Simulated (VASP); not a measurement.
## Ta: relaxation of cell and atoms with PBEsol

The system is Ta.

```xyz
2
Lattice="2.9004 0.0000 0.0000 -1.4502 2.5118 0.0000 0.0000 0.0000 5.1663" Properties=species:S:1:pos:R:3 pbc="T T T"
Ta    0.0000    1.6745    1.2916
Ta    1.4502    0.8373    3.8747
```

This isn't the form of Ta at room conditions, which is bcc.

| Property | Result |
| --- | --- |
| Program | VASP 6.6.1 |
| Task | relaxation of cell and atoms |
| Functional | PBEsol |
| Potentials or basis | VASP PAW PBE potentials, release 64 (Ta_pv) |
| Cutoff | 600 eV |
| k mesh | 10 × 10 × 4 |
| Occupations | fermi-dirac, width 0.05 eV |
| Spin | no spin polarisation |
| Ladder | gaps |
| Further INCAR settings | ALGO = Fast; EDIFF = 1e-06; IBRION = 2; EDIFFG = -0.01; NSW = 40; ISIF = 3 |

```yaml
Relaxed_volume: 18.14 Å³/atom
Relaxed_cell: a = 2.863 Å, b = 2.863 Å, c = 5.110 Å, α = 90.00°, β = 90.00°, γ = 120.00°
Space_group_after_relaxing_to_0.05_Å: P6_3/mmc (No. 194)
Energy_gained_by_relaxing: 15.3 meV/atom
Ionic_steps: 4
Pressure_after_relaxing: 0.0 GPa
Band_gap_on_the_k_mesh: none (metal or under the smearing width)
```

Stress tensor (GPa, compression positive):
```
0.00 0.00 0.00
0.00 0.00 0.00
0.00 0.00 0.08
```

The path:
| step | energy change (eV) | largest force (eV/Å) | pressure (GPa) | volume (Å³) |
| --- | --- | --- | --- | --- |
| 1 | 0.0000 | 0.0000 | -6.96 | 37.64 |
| 2 | 0.1419 | 0.0000 | 20.18 | 33.35 |
| 3 | -0.0306 | 0.0000 | -0.27 | 36.32 |
| 4 | -0.0307 | 0.0000 | 0.02 | 36.27 |

Final structure:
```
Ta
1.0
     2.86301    0.00000    0.00000
    -1.43151    2.47944    0.00000
     0.00000    0.00000    5.10986
Ta
2
Direct
  0.33333 0.66667 0.25000
  0.66667 0.33333 0.75000
```

Levels at points of the mesh, in eV from the Fermi level:
```tsv
k point	band 8	band 9	band 10	band 11	band 12	band 13	band 14	band 15
(0.00, 0.00, 0.00)	-4.99	-0.58	0.05	0.64	0.64	1.23	1.23	3.14
(0.50, 0.00, 0.00)	-3.96	-3.44	-0.35	-0.32	0.57	0.93	5.82	6.78
(0.00, 0.00, 0.50)	-6.39	-1.17	-1.17	0.69	0.69	0.69	0.69	4.65
(0.50, 0.00, 0.50)	-4.43	-2.37	-2.37	1.69	1.69	2.74	2.74	5.82
```

It took 67 s on 1 thread of Intel(R) Xeon(R) Platinum 8488C (Sapphire Rapids) (shared host), peak memory 0.18 GiB.

Caveat: the PAW data sets were made with another functional, which shifts forces and pressure a little. The run has no spin-orbit coupling, so splittings on Ta are missing.
